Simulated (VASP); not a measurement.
FeSi2 (Linzhiite), 3 atoms in the cell. It takes space group P4/mmm (No. 123, tetragonal). The conventional cell has a = 2.684 Å, b = 2.684 Å, c = 5.128 Å, α = 90.00°, β = 90.00°, γ = 90.00°. Around Fe (site symmetry 4/mmm) lie 8 Si at 2.35 Å and 4 Fe at 2.68 Å. Around Si (site symmetry 4mm) lie 4 Fe at 2.35 Å and 5 Si at 2.36 to 2.68 Å. 

| Item | Value |
| --- | --- |
| Program | VASP 6.6.1 |
| Task | electric field gradients |
| Functional | PBEsol |
| Potentials or basis | VASP PAW PBE potentials, release 64 (Fe, Si) |
| Cutoff | 500 eV |
| k mesh | 12 × 12 × 7 |
| Occupations | fermi-dirac, width 0.05 eV |
| Spin | collinear spin, ferromagnetic start |
| Starting moments | [2.5, 0.0, 0.0] μB |
| Further INCAR settings | ALGO = Fast; EDIFF = 1e-07 |

Potentials or basis: VASP PAW PBE potentials, release 64 (Fe, Si).

Command:

```console
$ cat potpaw_PBE.64/Fe/POTCAR potpaw_PBE.64/Si/POTCAR > POTCAR
$ mpirun -np 1 vasp_std > vasp.out
```

Hardware: 1 thread of Intel(R) Xeon(R) Platinum 8559C (Emerald Rapids) (shared host).

How long does it take, and how much memory?

Wall time 63 s on 1 thread of Intel(R) Xeon(R) Platinum 8559C (Emerald Rapids), on a shared host, peak memory 0.21 GiB. Counts: scf iterations 20, k points 112.
